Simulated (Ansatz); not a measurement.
Reactions of `[TeH]C1=NC1`.

Gas-phase electronic energies from Ansatz, PBE0-D4/def2-TZVP geometries. CCSD(T)/CBS adds triple-zeta CCSD(T) − MP2 to the extrapolated MP2 energy (def2 sets, frozen cores). This one scheme is used for every species. Elements past krypton have def2 core potentials. For Ge, Te outer-core shells are correlated without core-valence functions, which leaves a few kJ/mol of doubt a bond. Scalar relativity is left out up to krypton. One conformer a species, not always the lowest.

(1) Order these by ΔE at CCSD(T)/CBS, lowest first. (Estimate.)
A. `[TeH]C1=NC1` + H₂ → H₂Te + `C1=NC1`
B. `[TeH]C1=NC1` + `C=CCl` → `C=C(Cl)[TeH]` + `C1=NC1`
C. `[TeH]C1=NC1` + trifluoromethane → `FC(F)(F)[TeH]` + `C1=NC1`
D. `[TeH]C1=NC1` + `[NH2][GeH]([OH])[SH]` → `[NH2][GeH]([SH])[TeH]` + `OC1=NC1`
E. `[TeH]C1=NC1` → `NC#C[TeH]`
F. `[TeH]C1=NC1` + H₂S → `SC1=NC1` + H₂Te

Largest T1 diagnostic: 0.013, for `OC1=NC1`.

Answers

(1) A (-0.29 eV), E (-0.19 eV), D (-0.02 eV), F (+0.13 eV), B (+0.27 eV), C (+0.56 eV).
